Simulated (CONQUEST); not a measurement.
## BN under changes of volume

One of the cells (5.959 Å³/atom); the others are scaled copies at fixed shape and fractional positions:

```
CELL_PARAMETERS angstrom
2.56397 0.00000 0.00000
0.00000 2.56397 0.00000
0.00000 0.00000 3.62600
ATOMIC_POSITIONS crystal
N 0.00000 0.50000 0.75000
N 0.50000 0.00000 0.25000
B 0.00000 0.00000 0.00000
B 0.50000 0.50000 0.50000
```

The cell is a database's computed one.

* Program: CONQUEST 1.3
* Functional: PBEsol
* Potentials or basis: PseudoDojo NC PBEsol, DZP, grid of 32 × 32 × 40 points
* k mesh: 10 × 10 × 7
* Occupations: fermi-dirac, width 0.05 eV
* Spin: no spin polarisation

```csv
volume (Å³/atom),energy over the lowest point (meV/atom),pressure (GPa),gap on the mesh (eV)
5.602,18.83,22.1,4.43
5.721,5.99,12.6,4.40
5.840,0.00,3.9,4.38
5.959,0.11,-3.9,4.35
6.078,5.47,-10.4,4.33
6.198,?,?,?
6.317,30.63,-22.9,4.28
```

**Question.** What does the run at 6.198 Å³/atom give?

**Answer.** Energy over the lowest point 15.68 meV/atom; pressure -17.1 GPa; gap on the mesh 4.30 eV.

Worked out: A Birch-Murnaghan fit of order 3 (a polynomial in V^(-2/3)) to the other rows has its minimum at 5.90 Å³/atom with B0 = V·E''(V) = 383 GPa and B' = 4.5. It gives 15.94 meV/atom at 6.198 Å³/atom, against the run's 15.68, and -dE/dV = -17.0 GPa, against -17.1. A straight line through the other rows of the gap, of slope -1.23 eV per unit of ln V, gives 4.30 eV, against the run's 4.30.

Energies are extrapolated to zero smearing.

Caveats: an odd mesh through Γ misses points on the zone boundary, where band edges often lie; the basis of atomic orbitals isn't converged, which shifts pressures, moduli and gaps; the real-space grid breaks the cell's symmetry a little.
